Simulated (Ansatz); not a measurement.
**ScAl3: enthalpy against pressure**

ScAl3, Pm-3m, a = 4.071 Å. The structure is a Materials Project entry; whether it is the stable form wasn't checked. Ansatz: PBEsol, PAW, 420 eV, Γ-centred 10×10×10 mesh on 4 atoms, Gaussian smearing 0.10 eV; no spin polarisation. Cell and atoms are relaxed at each pressure, and no other structure is tried, so the rows at high pressure may lie past a change of phase. y is the enthalpy over the state at zero pressure; there V0 = 16.871 Å³/atom. The pressures are the targets, met within 0.03 GPa.

| P (GPa) | y (eV/atom) |
| --- | --- |
| -3.0 | -0.3212 |
| 0.0 | 0.0000 |
| 3.0 | 0.3108 |
| 8.0 | 0.8098 |
| 15.0 | 1.4763 |
| 30.0 | ? |
| 60.0 | 5.1981 |

Fit y = c1 P + c2 P² + c3 P³ to the other rows, say what c1 and c2 mean, and predict the missing value.

Least squares on the rows shown. y = 0.10516 P − 0.00049866 P² + 3.1660×10⁻⁶ P³. Since dH/dP = V, c1 is V0: 0.10516 eV/GPa × 160.2 = 16.847 Å³ against 16.871; c2 = −V0/(2B0) gives B0 = 105 GPa, where a Birch–Murnaghan fit to the volumes of the same runs (not shown) gives 92 GPa: a cubic over this range folds the higher terms into c2. Above P = −c2/(3 c3) = 53 GPa the cubic's slope, the volume, would rise with pressure, so the form fails there. At P = 30.0 the fit asked for gives 2.7915 eV/atom. The run gave 2.8067 eV/atom, so the fit is 0.0152 eV/atom too low, 0.28 % of the span of the series, against an rms of 0.0008 eV/atom on the fitted rows. With a term in P⁴ added, a fit to the same known rows predicts 2.8206 eV/atom, which misses by about as much or more on the other side: the known rows don't fix the higher terms.

The mesh isn't the same in all rows (10×10×10, 12×12×12).